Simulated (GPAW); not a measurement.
Set up this calculation in GPAW 26.7.0, as an ASE script.

| Property | Result |
| --- | --- |
| Task | relaxation of cell and atoms |
| Functional | PBEsol |
| Potentials or basis | PAW data sets generated in the run's folder for this functional |
| Cutoff | 800 eV |
| Basis | pw |
| k mesh | 7 × 7 × 4 |
| Occupations | fermi-dirac, width 0.05 eV |
| Spin | no spin polarisation |
| Target pressure | 10 GPa |
| Maxiter | 150 |
| Optimizer | BFGS |
| Fmax | 0.02 eV/Å |
| Max steps | 60 |
| Target pressure | 10 GPa |
| Convergence | density=1e-05 forces=0.0001 |

AlN:

```xyz
4
Lattice="3.1130 0.0000 0.0000 -1.5565 2.6959 0.0000 0.0000 0.0000 4.9810" Properties=species:S:1:pos:R:3 pbc="T T T"
Al    1.5565    0.8986    2.4905
Al    0.0000    1.7973    0.0000
N     1.5565    0.8986    4.3833
N     0.0000    1.7973    1.8928
```

These files were run (other wordings do the same):

run.py

```python
from ase import Atoms
from ase.filters import FrechetCellFilter
from ase.io import write
from ase.optimize import BFGS
from ase.units import GPa
from gpaw import GPAW, PW, setup_paths

setup_paths.insert(0, '.')

atoms = Atoms(['Al', 'Al', 'N', 'N'],
              cell=[[3.113, 0.0, 0.0],
                    [-1.5565, 2.695937082, 0.0],
                    [0.0, 0.0, 4.981]],
              scaled_positions=[[0.6666666667, 0.3333333333, 0.5],
                                [0.3333333333, 0.6666666667, 0.0],
                                [0.6666666667, 0.3333333333, 0.88],
                                [0.3333333333, 0.6666666667, 0.38]],
              pbc=True)

calc = GPAW(mode=PW(800),
            xc='PBEsol',
            kpts={'size': (7, 7, 4), 'gamma': True},
            occupations={'name': 'fermi-dirac', 'width': 0.05},
            nbands=18,
            convergence={'density': 1e-05, 'forces': 0.0001},
            maxiter=150,
            txt='gpaw.txt')
atoms.calc = calc
opt = BFGS(FrechetCellFilter(atoms, scalar_pressure=10 * GPa), trajectory='relax.traj', logfile='-')
done = opt.run(fmax=0.02, steps=60)
calc.write('gs.gpw')
write('result.traj', atoms)
print('Converged:', done)
print('Cell:', atoms.cell.cellpar().round(4))
print('Volume:', round(atoms.get_volume(), 4))
print(atoms.get_scaled_positions().round(5))
```

Potentials or basis: PAW data sets generated in the run's folder for this functional, pw.

Launch:

```bash
$ gpaw-setup -f PBEsol Al N
$ OMP_NUM_THREADS=1 python run.py
```

Results of the run:

The relaxed volume is 10.04 Å³/atom and the relaxed cell is a = 3.075 Å, b = 3.075 Å, c = 4.904 Å, α = 90.00°, β = 90.00°, γ = 120.00°. The space group after relaxing (to 0.05 Å) is P6_3mc (No. 186) and the energy change on relaxing (the enthalpy is what falls) is +15.2 meV/atom. The ionic steps are 7. The pressure after relaxing is 10.0 GPa and the band gap on the k mesh is 4.46 eV, direct.

Caveat: later steps reuse the first step's grids.

Run time: 66 s on 1 thread of Intel(R) Xeon(R) 6975P-C (Granite Rapids), with other jobs on the host, peak memory 0.25 GiB.
